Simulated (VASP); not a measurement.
Ir, 1 atom in the cell. It takes space group Fm-3m (No. 225, cubic). The conventional cell has a = 3.831 Å, b = 3.831 Å, c = 3.831 Å, α = 90.00°, β = 90.00°, γ = 90.00°. Ir (site symmetry m-3m) is surrounded by 12 Ir at 2.71 Å. 

* Program: VASP 6.6.1
* Task: relaxation of cell and atoms
* Functional: PBEsol
* Potentials or basis: VASP PAW PBE potentials, release 64 (Ir)
* Cutoff: 600 eV
* k mesh: 16 × 16 × 16
* Occupations: methfessel-paxton, width 0.1 eV
* Spin: no spin polarisation
* Further INCAR settings: ALGO = Normal; EDIFF = 1e-06; IBRION = 2; EDIFFG = -0.01; NSW = 90; ISIF = 3

Potentials or basis: VASP PAW PBE potentials, release 64 (Ir).

Command:

```bash
$ cat potpaw_PBE.64/Ir/POTCAR > POTCAR
$ mpirun -np 2 vasp_std > vasp.out
```

Hardware: 2 MPI ranks on AMD EPYC 9R45 96-Core Processor (Zen 5), on a shared host.

Question: Estimate the wall time of this run.

Answer: Wall time 14 s on 2 MPI ranks on AMD EPYC 9R45 96-Core Processor (Zen 5), with other jobs on the host, peak memory 0.13 GiB a rank. Counts: scf iterations 23, k points 145, ion steps 3.
